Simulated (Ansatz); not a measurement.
## RbBr (Fm-3m), one atom moved over a plane

Computed with DFT LDA, scalar-relativistic, plane waves, PAW in Ansatz. The runs took a 420 eV cutoff, a Γ-centred 6×6×6 mesh and Gaussian smearing (0.05 eV). No spin polarisation. Energies are free energies at this smearing, counted from the undisturbed cell; pressure is positive in compression.

The starting cell (as given, not relaxed at this level; it stands at -1.2 GPa):

```
Rb Br
1.0
     0.00000    3.42750    3.42750
     3.42750    0.00000    3.42750
     3.42750    3.42750    0.00000
Rb Br
1 1
Direct
  0.00000 0.00000 0.00000
  0.50000 0.50000 0.50000
```

Atom 1 (Rb) is moved by p along (0.707, 0.707, 0.000) and q along (0.000, 0.000, 1.000) (Å), all else fixed. Points are written (p, q).

Energy above the undisturbed cell in eV/cell (a dash: not computed):

```csv
p \ q,-0.600,-0.300,0.000,0.300,0.600
-0.600,0.38,0.23,0.20,0.23,0.38
-0.300,0.31,?,?,?,0.31
0.000,0.30,0.05,0.00,0.05,0.30
0.300,0.31,?,?,?,0.31
0.600,0.38,0.23,0.20,0.23,0.38
```

Task: Fill in the withheld energies.

Result: (-0.300, -0.300): 0.09; (-0.300, 0.000): 0.05; (-0.300, 0.300): 0.09; (0.300, -0.300): 0.09; (0.300, 0.000): 0.05; (0.300, 0.300): 0.09.